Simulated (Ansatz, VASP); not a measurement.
# Nb: VASP beside Ansatz

```
Nb
1.0
    -0.01057    2.11500    2.11500
     2.11500   -0.01057    2.11500
     2.10442    2.10442    0.00000
Nb
1
Direct
  0.00000 0.00000 0.00000
```

Change from the starting cell: xy shear strain of -1 %, crystal datasets.

Alike in both runs: task electric field gradients; functional PBE; k mesh 13 × 13 × 13; occupations fermi-dirac, width 0.08 eV; no spin polarisation.

|  | VASP | Ansatz |
| --- | --- | --- |
| version | VASP 6.6.1 | Ansatz 0.2.0 |
| potentials or method | VASP PAW PBE potentials, release 64 (Nb_sv), cutoff 520 eV | all-electron PAW with datasets made for the crystal, scalar-relativistic |

|  | VASP | Ansatz | Ansatz less VASP |
| --- | --- | --- | --- |
| pressure (GPa) | -1.4 | -1.1 | +0.31 |
| largest component of the traceless stress (GPa) | 0.43 | 0.44 | +0.011 |
| Vzz of the field gradient on the site that differs most (V/Å²) | 1.2 | 0.9 | -0.33 |

Ansatz ran all-electron here, so the differences hold the error of VASP's frozen core and of both bases. Ansatz warned: «gradients_without_spin_orbit».
